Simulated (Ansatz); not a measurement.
Trial structure of Cd₅HgTe₆, not yet relaxed:

```xyz
12
Lattice="4.3715 0.0000 0.0000 0.0000 4.3715 0.0000 0.0000 0.0000 18.5468" Properties=species:S:1:pos:R:3 pbc="T T T"
Cd    0.0000    0.0000   15.4557
Cd    0.0000    0.0000    3.0911
Cd    2.1858    2.1858    6.1823
Cd    0.0000    0.0000    9.2734
Cd    2.1858    2.1858   12.3645
Hg    2.1858    2.1858    0.0000
Te    0.0000    0.0000    0.0000
Te    2.1858    2.1858    3.0911
Te    0.0000    0.0000    6.1823
Te    2.1858    2.1858    9.2734
Te    0.0000    0.0000   12.3645
Te    2.1858    2.1858   15.4557
```

Computed with DFT PBE, scalar-relativistic, plane waves, PAW (Ansatz). Settings: cutoff 420 eV, Γ-centred mesh 4×4×1 on the computed 12-atom cell, Gaussian smearing of 0.10 eV; no spin polarisation.

The zero of energy is the elements' standard structures at the same level; no fitted shifts are applied. The references include crystalline Hg.

**Question.** How far from equilibrium is it?

**Answer.** The pressure is -0.9 GPa (the mean over three directions, positive in compression), the largest force is 0.11 eV/Å, and the energy is −0.22 eV/atom against the elements. The shortest distance is 3.09 Å.

**Question.** Is it a good guess?

**Answer.** A good one: relaxing gains under 0.1 eV/atom (the start's value is from the coarse mesh, so the gain is rough) in 9 ionic steps and ends at −0.24 eV/atom on the finer mesh. The symmetry stays P4/mmm (No. 123). The volume per atom shrinks by 2.4 %, from 29.5 to 28.8 Å³. The shortest distance goes from 3.09 Å (Cd–Te and Hg–Te) to 3.00 Å (Cd–Te). Conventional cell: a = 4.320 Å, c = 18.526 Å. Around Cd on a site of symmetry 4mm lie 6 Te at 3.06–3.11 Å; around Hg lie 6 Te at 3.05–3.19 Å; Te on a site of symmetry 4/mmm has 4 Hg at 3.05 Å and 2 Cd at 3.11 Å; 5 more sites not described.

The last run used a 10×10×2 mesh (in the run's order of axes) for its 12-atom cell and Gaussian smearing of 0.10 eV. These runs have no spin–orbit coupling, which can matter for Hg and Te. The reference form of Te is held partly by dispersion forces, which this level lacks. The relaxation can't lower the symmetry of the start, and the grade says only how near the guess is to its own end. Symmetry constrained the relaxation, so the result can be a saddle point. Another cell of Cd5HgTe6 relaxed alike, in P-4m2, lies 175 meV/atom lower, so this cell isn't the stable form at this level.
